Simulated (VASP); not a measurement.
# TePb (Fm-3m) in VASP: further runs, part 2 of 2

VASP 6.6.1. Earlier steps stand in the parts before.

## 6. Single point, PBE

This run uses another cell than the first one, of 35.48 Å³/atom, 1.017 times its volume.

File INCAR:

```
ALGO = Normal
EDIFF = 1E-6
ENCUT = 520
GGA = PE
ISIF = 2
ISMEAR = -1
LASPH = True
LCHARG = False
LREAL = False
LWAVE = False
NBANDS = 17
NELM = 100
PREC = Accurate
SIGMA = 0.02
```

File KPOINTS:

```
k-points
0
Gamma
  6 6 6
```

File POSCAR:

```
TePb
1.0
    0.0000000000      3.2860552957      3.2860552957
    3.2860552957      0.0000000000      3.2860552957
    3.2860552957      3.2860552957      0.0000000000
Te Pb
1 1
Direct
    0.5000000000      0.5000000000      0.5000000000
    0.0000000000      0.0000000000      0.0000000000
```

Potentials or basis: VASP PAW PBE potentials, release 64 (Te, Pb_d).

Run with:

```console
$ cat potpaw_PBE.64/Te/POTCAR potpaw_PBE.64/Pb_d/POTCAR > POTCAR
$ mpirun -np 1 vasp_std > vasp.out
```

OUTCAR:

```text
EDIFF = 1E-6
   ENCUT = 520
   GGA = PE
   ISIF = 2
   ISMEAR = -1
   LASPH = True
   LREAL = False
   NELM = 100
   PREC = Accurate

 ion  position               nearest neighbor table
   1  0.500  0.500  0.500-   2 3.29   2 3.29   2 3.29   2 3.29   2 3.29   2 3.29
   2  0.000  0.000  0.000-   1 3.29   1 3.29   1 3.29   1 3.29   1 3.29   1 3.29

  LATTYP: Found a face centered cubic cell.
 ALAT       =     6.5721105914

  Lattice vectors:

 A1 = (   0.0000000000,   3.2860552957,   3.2860552957)
 A2 = (   3.2860552957,   0.0000000000,   3.2860552957)
 A3 = (   3.2860552957,   3.2860552957,   0.0000000000)

Analysis of symmetry for initial positions (statically):
=====================================================================
 Subroutine PRICEL returns:
 Original cell was already a primitive cell.

 Routine SETGRP: Setting up the symmetry group for a
 face centered cubic supercell.

 Subroutine GETGRP returns: Found 48 space group operations
 (whereof 48 operations were pure point group operations)
 out of a pool of 48 trial point group operations.

The static configuration has the point symmetry O_h .

Analysis of symmetry for dynamics (positions and initial velocities):
=====================================================================
 Subroutine PRICEL returns:
 Original cell was already a primitive cell.

 Routine SETGRP: Setting up the symmetry group for a
 face centered cubic supercell.

 Subroutine GETGRP returns: Found 48 space group operations
 (whereof 48 operations were pure point group operations)
 out of a pool of 48 trial point group operations.

The dynamic configuration has the point symmetry O_h .

 Subroutine INISYM returns: Found 48 space group operations
 (whereof 48 operations are pure point group operations),
 and found     1 'primitive' translations

----------------------------------------------------------------------------------------

                                     Primitive cell

  volume of cell :      70.9667

  direct lattice vectors                    reciprocal lattice vectors
     0.000000000  3.286055296  3.286055296    -0.152158121  0.152158121  0.152158121
     3.286055296  0.000000000  3.286055296     0.152158121 -0.152158121  0.152158121
     3.286055296  3.286055296  0.000000000     0.152158121  0.152158121 -0.152158121

  length of vectors
     4.647183966  4.647183966  4.647183966     0.263545597  0.263545597  0.263545597

  position of ions in fractional coordinates (direct lattice)
     0.500000000  0.500000000  0.500000000
     0.000000000  0.000000000  0.000000000

  ion indices of the primitive-cell ions
   primitive index   ion index
                 1           1
                 2           2

----------------------------------------------------------------------------------------

 KPOINTS: k-points

Automatic generation of k-mesh.
 Grid dimensions read from file:
 generate k-points for:    6    6    6

 Generating k-lattice:

  Cartesian coordinates                     Fractional coordinates (reciprocal lattice)
    -0.025359687  0.025359687  0.025359687     0.166666667  0.000000000  0.000000000
     0.025359687 -0.025359687  0.025359687     0.000000000  0.166666667  0.000000000
     0.025359687  0.025359687 -0.025359687     0.000000000  0.000000000  0.166666667

  Length of vectors
     0.043924266  0.043924266  0.043924266

  Shift w.r.t. Gamma in fractional coordinates (k-lattice)
     0.000000000  0.000000000  0.000000000

 Subroutine IBZKPT returns following result:
 ===========================================

 Found     16 irreducible k-points:

 Following reciprocal coordinates:
            Coordinates               Weight
  0.000000  0.000000  0.000000      1.000000
  0.166667  0.000000  0.000000      8.000000
  0.333333  0.000000  0.000000      8.000000
  0.500000  0.000000  0.000000      4.000000
  0.166667  0.166667  0.000000      6.000000
  0.333333  0.166667  0.000000     24.000000
[... 8 lines left out ...]
 -0.333333  0.333333  0.166667     24.000000
 -0.333333  0.500000  0.166667     12.000000
   k-points           NKPTS =     16   k-points in BZ     NKDIM =     16   number of bands    NBANDS=     17
   number of dos      NEDOS =    301   number of ions     NIONS =      2
   total plane-waves  NPLWV =  46656
   dimension x,y,z NGX =    36 NGY =   36 NGZ =   36
   dimension x,y,z NGXF=    72 NGYF=   72 NGZF=   72
   ions per type =               1   1
   NGX,Y,Z   is equivalent  to a cutoff of  12.88, 12.88, 12.88 a.u.
   NGXF,Y,Z  is equivalent  to a cutoff of  25.76, 25.76, 25.76 a.u.
 SYSTEM =  unknown system
   PREC   = accura    normal or accurate (medium, high low for compatibility)
   ISTART =      0    job   : 0-new  1-cont  2-samecut
   ICHARG =      2    charge: 1-file 2-atom 10-const
   ISPIN  =      1    spin polarized calculation?
   LNONCOLLINEAR =      F non collinear calculations
   LSORBIT =      F    spin-orbit coupling
   LASPH  =      T    aspherical Exc in radial PAW
   ENCUT  =  520.0 eV  38.22 Ry    6.18 a.u.   8.64  8.64  8.64*2*pi/ulx,y,z
   NELM   =    100;   NELMIN=  2; NELMDL= -5     # of ELM steps
   EDIFF  = 0.1E-05   stopping-criterion for ELM
   LREAL  =      F    real-space projection
   EDIFFG = 0.1E-04   stopping-criterion for IOM
   NSW    =      0    number of steps for IOM
   IBRION =     -1    ionic relax: 0-MD 1-quasi-New 2-CG
   NFREE  =      0    steps in history (QN), initial steepest desc. (CG)
   ISIF   =      2    stress and relaxation
   ISYM   =      2    0-nonsym 1-usesym 2-fastsym
   POTIM  = 0.5000    time-step for ionic-motion
   TEBEG  =    0.0;   TEEND  =   0.0 temperature during run
   PSTRESS=    0.0 pullay stress
   NELECT =      20.0000    total number of electrons
   NUPDOWN=      -1.0000    fix difference up-down
   EMIN   =  10.00;   EMAX   =-10.00  energy-range for DOS
   EFERMI =   0.00;   METHOD = LEGACY
   ISMEAR =    -1;   SIGMA  =   0.02  broadening in eV -4-tet -1-fermi 0-gaus
   EFERMI_NEDOS =   21; number of points for ismear=-14 and -15
   IALGO  =     38    algorithm
   IMIX   =      4    mixing-type and parameters
     AMIX     =   0.40;   BMIX     =  1.00
     AMIX_MAG =   1.60;   BMIX_MAG =  1.00
  volume/ion in A,a.u.               =      35.48       239.45
  Fermi-wavevector in a.u.,A,eV,Ry     =   1.073330  2.028300 15.674421  1.152037
  Thomas-Fermi vector in A             =   2.209126
   LORBIT       =      0    0 simple, 1 ext, 2 COOP (PROOUT), +10 PAW based schemes
   GGA     = PE    functional components
   LHFCALC =     F    Hartree Fock is set to
   AEXX    =    0.0000 exact exchange contribution
   IVDW    =     0    specifies the selected vdW correction
   LEPSILON=     F    determine dielectric tensor
   LRPA    =     F    only Hartree local field effects (RPA)
 non-spin polarized calculation
  energy-cutoff  :      520.00
  volume of cell :       70.97
 maximum number of plane-waves:      1932
 NGX is ok and might be reduce to    36
   NGX = 17   NGY = 17   NGZ = 17

 number of electron      19.9999999 magnetization

 Free energy of the ion-electron system (eV)
  ---------------------------------------------------
  ext. energy  EPLUGINS =         0.00000000
  ---------------------------------------------------
  free energy    TOTEN  =        -7.52385279 eV

  energy without entropy =       -7.52385279  energy(sigma->0) =       -7.52385279

 E-fermi :   5.3878     XC(G=0):  -9.0743

 val. band max:        4.9783942543   @ k =   0.5000   0.0000   0.0000
 cond. band min:       5.8130876655   @ k =   0.5000   0.0000   0.0000
 fundamental gap:      0.8346934111
 Fermi energy:         5.3877818903

 k-point     1 :       0.0000    0.0000    0.0000
  band No.  band energies     occupation
      1     -11.6621      2.00000
      2     -11.6621      2.00000
      3     -11.6565      2.00000
      4     -11.6565      2.00000
      5     -11.6565      2.00000
      6      -6.6255      2.00000
[... 9 lines left out ...]
     16      10.8964      0.00000
     17      12.3867      0.00000
[... 281 lines left out ...]
 k-point    16 :      -0.3333    0.5000    0.1667
  band No.  band energies     occupation
      1     -11.6992      2.00000
      2     -11.6598      2.00000
      3     -11.6574      2.00000
      4     -11.6431      2.00000
      5     -11.6356      2.00000
      6      -5.0172      2.00000
[... 9 lines left out ...]
     16      15.5085      0.00000
     17      16.3132      0.00000

------------------------ aborting loop because EDIFF is reached ----------------------------------------

  FORCE on cell =-STRESS in cart. coord.  units (eV):
  Direction    XX          YY          ZZ          XY          YZ          ZX
  --------------------------------------------------------------------------------------
  -------------------------------------------------------------------------------------
  Total       -0.0465078     -0.0465078     -0.0465078      0.0000000      0.0000000      0.0000000
  in kB       -1.0499820     -1.0499820     -1.0499820      0.0000000      0.0000000      0.0000000
  external PRESSURE =      -1.0499820 kB  Pullay stress =       0.0000000 kB

 VOLUME and BASIS-vectors are now :
 -----------------------------------------------------------------------------
  energy-cutoff  :      520.00
  volume of cell :       70.97
      direct lattice vectors                 reciprocal lattice vectors
     0.000000000  3.286055296  3.286055296    -0.152158121  0.152158121  0.152158121
     3.286055296  0.000000000  3.286055296     0.152158121 -0.152158121  0.152158121
     3.286055296  3.286055296  0.000000000     0.152158121  0.152158121 -0.152158121

 POSITION                                       TOTAL-FORCE (eV/Angst)
 -----------------------------------------------------------------------------------
      3.28606      3.28606      3.28606         0.000000     -0.000000     -0.000000
      0.00000      0.00000      0.00000        -0.000000      0.000000      0.000000
 -----------------------------------------------------------------------------------
    total drift:                               -0.000000      0.000000      0.000000

  FREE ENERGIE OF THE ION-ELECTRON SYSTEM (eV)
  ---------------------------------------------------
  free  energy   TOTEN  =        -7.5238527878 eV

  energy  without entropy=       -7.5238527878  energy(sigma->0) =       -7.52385279
```

OSZICAR:

```text
N       E                     dE             d eps       ncg     rms          rms(c)
DAV:   1     0.148187622225E+03    0.14819E+03   -0.88591E+03   544   0.112E+03
DAV:   2     0.272367719412E+01   -0.14546E+03   -0.14132E+03   571   0.288E+02
DAV:   3    -0.739384082026E+01   -0.10118E+02   -0.10066E+02   695   0.831E+01
DAV:   4    -0.765615659969E+01   -0.26232E+00   -0.26217E+00   684   0.153E+01
DAV:   5    -0.766913054375E+01   -0.12974E-01   -0.12974E-01   790   0.317E+00    0.301E+00
DAV:   6    -0.752542647244E+01    0.14370E+00   -0.32348E-01   792   0.376E+00    0.183E+00
DAV:   7    -0.752166851638E+01    0.37580E-02   -0.90281E-02   649   0.140E+00    0.898E-01
DAV:   8    -0.752410890182E+01   -0.24404E-02   -0.11351E-02   645   0.107E+00    0.181E-01
DAV:   9    -0.752379843489E+01    0.31047E-03   -0.20140E-03   801   0.457E-01    0.759E-02
DAV:  10    -0.752384847007E+01   -0.50035E-04   -0.19987E-04   615   0.101E-01    0.208E-02
DAV:  11    -0.752385284920E+01   -0.43791E-05   -0.49588E-05   756   0.580E-02    0.144E-02
DAV:  12    -0.752385278782E+01    0.61378E-07   -0.30812E-06   628   0.107E-02
   1 F= -.75238528E+01 E0= -.75238528E+01  d E =-.301158E-10
```

stdout:

```text
POSCAR found type information on POSCAR TePb
 POSCAR found :  2 types and       2 ions
 scaLAPACK will be used
 LDA part: xc-table for (Slater+PW92), standard interpolation
 POSCAR, INCAR and KPOINTS ok, starting setup
 FFT: planning ... GRIDC
 FFT: planning ... GRID_SOFT
 FFT: planning ... GRID
 WAVECAR not read
 entering main loop
```

Run time: 18 s. Hardware: 1 thread of Intel Xeon Platinum 8259CL at 2.50GHz (Skylake/Cascade Lake), shared host; peak memory 0.2 GiB.

Results:

| Item | Value |
| --- | --- |
| Free energy | -7.5239 eV |
| Pressure | -0.1 GPa |
| Band gap on the k mesh | 0.83 eV, direct |

Levels at points of the mesh, in eV from the valence-band top:
```
           k point  band 8  band 9  band 10  band 11  band 12  band 13
(0.00, 0.00, 0.00)   -1.15   -1.15    -1.15     4.02     4.02     4.02
(0.50, 0.00, 0.00)   -0.73   -0.73     0.00     0.83     1.40     1.40
(0.50, 0.50, 0.00)   -4.10   -2.51    -2.51     3.51     5.30     5.30
```

Caveat: spin-orbit coupling is left out, which moves the levels of the heavy elements.

## 7. The runs side by side

```csv
level,potentials or basis,cell,k mesh,smearing,gap on the mesh (eV),pressure (GPa)
PBE,"VASP PAW PBE potentials, release 64 (Te, Pb_d)","a = 4.621 Å, angles 60.0°, 2 atoms",4 × 4 × 4,gaussian 0.01 eV,0.80,0.6
LDA,"VASP PAW LDA potentials, release 64 (Te, Pb_d)","a = 4.513 Å, angles 60.0°, 2 atoms",6 × 6 × 6,fermi-dirac 0.02 eV,0.56,0.1
PBEsol,"VASP PAW PBE potentials, release 64 (Te, Pb_d)","a = 4.556 Å, angles 60.0°, 2 atoms",6 × 6 × 6,fermi-dirac 0.02 eV,0.65,0.0
PBE,"VASP PAW PBE potentials, release 64 (Te, Pb_d)","a = 4.647 Å, angles 60.0°, 2 atoms",6 × 6 × 6,fermi-dirac 0.02 eV,0.83,-0.1
```

Alike in all rows: task single point; no spin polarisation; cutoff (eV) 520.

Caveats: spin-orbit coupling is left out, which moves the levels of the heavy elements; the PAW data sets were made with another functional, which shifts forces and pressure a little (some runs).

Total energies depend on the potentials used, so only differences within one code and one set of settings carry meaning.

## 8. Against experiment

Step 2. Against the measured gap of TePb, 0.19 eV (direct; 4.2 K; a printed reference work, monograph), the calculated 0.80 eV is off by +0.61 eV. Spin-orbit coupling on Pb, Te is left out. The value is that of PBE on a finite k mesh, which can miss the band edges, without temperature or zero-point motion.

Step 3. Against the measured gap of TePb, 0.19 eV (direct; 4.2 K; a printed reference work, monograph), the calculated 0.80 eV is off by +0.61 eV. Spin-orbit coupling on Pb, Te is left out. The value is that of PBE on a finite k mesh, which can miss the band edges, without temperature or zero-point motion.

Step 4. A measured gap of TePb is 0.19 eV (direct; 4.2 K; a printed reference work, monograph); the calculated 0.56 eV misses it by +0.37 eV. Spin-orbit coupling on Pb, Te is left out. The value is that of LDA on a finite k mesh, which can miss the band edges, without temperature or zero-point motion.

Step 5. A measured gap of TePb is 0.19 eV (direct; 4.2 K; a printed reference work, monograph); the calculated 0.65 eV misses it by +0.46 eV. Spin-orbit coupling on Pb, Te is left out. The value is that of PBEsol on a finite k mesh, which can miss the band edges, without temperature or zero-point motion.

Step 6. Measured gap of TePb: 0.19 eV (direct; 4.2 K; a printed reference work, monograph). This calculation gives 0.83 eV (+0.64 eV). Spin-orbit coupling on Pb, Te is left out. The value is that of PBE on a finite k mesh, which can miss the band edges, without temperature or zero-point motion.
